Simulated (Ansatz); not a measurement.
# NaI: an elastic constant from a strain scan

Level of theory: Ansatz 0.2.0, DFT PBE+D3(BJ), scalar-relativistic, plane waves, PAW. Cutoff 420 eV, Γ-centred 8×8×8 k-points, Gaussian smearing of 0.05 eV. No spin polarisation. Energies are free energies at this smearing, counted from the undisturbed cell; pressure is positive in compression.

Zero of the scan (as given, not relaxed at this level; it stands at -0.8 GPa; this form isn't the usual structure):

```
CELL_PARAMETERS angstrom
-2.21451 2.21451 8.36377
2.21451 -2.21451 8.36377
2.21451 2.21451 -8.36377
ATOMIC_POSITIONS crystal
Na 0.25000 0.75000 0.50000
Na 0.50000 0.50000 0.00000
I 0.75000 0.25000 0.50000
I 0.00000 0.00000 0.00000
```

The cell is strained by ε times the Voigt pattern (0, 1, 0, 0, 0, 0) (xx, yy, zz, yz, xz, xy; engineering shear) with fractional coordinates fixed. The cell holds 4 atoms in V0 = 164.07 Å³. The stress column is τ = (1/V0) dE/dε, got from the stress tensor σ (compression positive) at each point as −det(1 + εP) σ : P(1 + εP)⁻¹, with P the pattern as a tensor.

| ε | ΔE (meV/atom) | τ (GPa) |
| --- | --- | --- |
| -0.0200 | ? | ? |
| -0.0100 | -1.538 | 0.420 |
| 0.0000 | 0.000 | 0.778 |
| 0.0050 | 1.106 | 0.949 |
| 0.0150 | 3.958 | 1.276 |

Question: Which combination of elastic constants does this scan measure, and how large is it?

Answer: For small ε, τ = τ0 + Kε with K = pᵀCp, which for this pattern is C22 in the Cartesian frame shown. The parabola through τ at ε = -0.0100, 0 and 0.0050 has slope K = 35 GPa at zero. The energies per cell, E = NΔE, of the same two points give K = 2[E(ε₊)/ε₊ − E(ε₋)/ε₋]/[(ε₊ − ε₋)V0] = 35 GPa, in agreement. These are clamped-ion values.

Question: Predict the withheld row at ε = -0.0200 from the harmonic law, and compare.

Answer: ΔE = V0(τ0 ε + Kε²/2)/N = -2.205 meV/atom and τ = 0.08 GPa. The calculation gives -2.130 meV/atom and 0.04 GPa, a miss of 3.4 % of the harmonic energy, so the harmonic law still holds here.